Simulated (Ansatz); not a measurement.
# As, a known structure type with other elements, at an estimated volume

```
CELL_PARAMETERS angstrom
6.39662 0.00000 0.00000
0.00000 6.39662 0.00000
0.00000 0.00000 4.63434
ATOMIC_POSITIONS crystal
As 0.75000 0.25000 0.00000
As 0.25000 0.75000 0.00000
```

The numbers come from plane-wave PAW DFT (Ansatz): PBE, no spin polarisation, 420 eV, 6×6×7 Γ-centred k points, fermi-dirac occupations (width 0.1 eV). Nothing was relaxed.

Problem. Is the cell too large or too small?

Solution. The pressure is -2.7 GPa (compression positive), so with the atoms held at these fractions the cell would first shrink.

Problem. What do density and ELF say about some of the short contacts?

Solution. As–As at 4.52 Å: least valence density 0.02 e/Å³ and ELF 0.16 there, so no covalent bond. Both are smooth PAW fields, read partly inside the augmentation spheres.

Problem. What happens at the Fermi level?

Solution. It is a metal, with about 7.5 states/eV a cell as the mean within 0.25 eV of the Fermi level, mostly As p (100 %).

Origin: a known structure type with other elements, at an estimated volume, so it need not be a known compound. Caveats: the exchange-correlation potential is rough where the density is thin; many states at the Fermi level without spin polarisation, so a magnetic state may lie lower; the Fermi level lies in a narrow band between gaps, which spin or distortion may split.
